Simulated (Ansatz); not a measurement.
# FeCo: the cost of one run

Computed with Ansatz 0.2.0 (DFT PBEsol, scalar-relativistic, plane waves, PAW, unless a step's input says otherwise).

26 further runs of the same task are left out: 3 for a known fault of the program, 1 that didn't finish, 22 set aside as unsound or not needed.

## Step 1: The system as given

It takes space group Pm-3m (No. 221, cubic). The conventional cell has a = 2.621 Å, b = 2.621 Å, c = 2.621 Å, α = 90.00°, β = 90.00°, γ = 90.00°. Fe (site symmetry m-3m) is surrounded by 8 Co at 2.27 Å. Co (site symmetry m-3m) has 8 Fe at 2.27 Å as nearest neighbours.

As a file:

```cif
data_structure
_symmetry_space_group_name_H-M 'P 1'
_symmetry_Int_Tables_number 1
_cell_length_a 2.6208
_cell_length_b 2.6208
_cell_length_c 2.6208
_cell_angle_alpha 90.000
_cell_angle_beta 90.000
_cell_angle_gamma 90.000
_cell_volume 18.00
loop_
_atom_site_label
_atom_site_type_symbol
_atom_site_fract_x
_atom_site_fract_y
_atom_site_fract_z
_atom_site_occupancy
Fe1 Fe 0.50000 0.50000 0.50000 1
Co1 Co 0.00000 0.00000 0.00000 1
```

## Step 2: Volume 9.001 Å³ an atom, total moment held at 0.650 muB a cell

Contents of input.yaml:

```yaml
crystal:
  lattice:
    - [2.6208384551, 0.0, 0.0]
    - [0.0, 2.6208384551, 0.0]
    - [0.0, 0.0, 2.6208384551]
  atoms:
    - { symbol: Fe, position: [0.5, 0.5, 0.5], spin: 0.375 }
    - { symbol: Co, position: [0.0, 0.0, 0.0], spin: 0.275 }
basis:
  ecutwfc: 520.0
kpoints:
  mp_grid: { grid: [18, 18, 18] }
hamiltonian:
  xc: pbesol
  pseudopotentials: { kind: paw, azcp: { folder: soft_1 } }
scf:
  occupations: { method: gaussian, width: 0.15 }
  lower_state_search: "off"
output:
  forces: true
  stress: true
  eigenvalues: true
  populations: true
magnetization:
  spin_polarized: true
  initial_magnetization: 0.65
  spin_locking: { lock_magnetization: hard }
```

On the command line:

```console
$ ansatz run input.yaml --threads 2 --pin off --max-ram 4096MiB --backend cpu --events-out ev --progress --plain --runs-dir out
```

What time and memory should one allow on 2 threads of Arm Neoverse N1, shared host?

About 17 s, with a peak of 0.44 GiB.
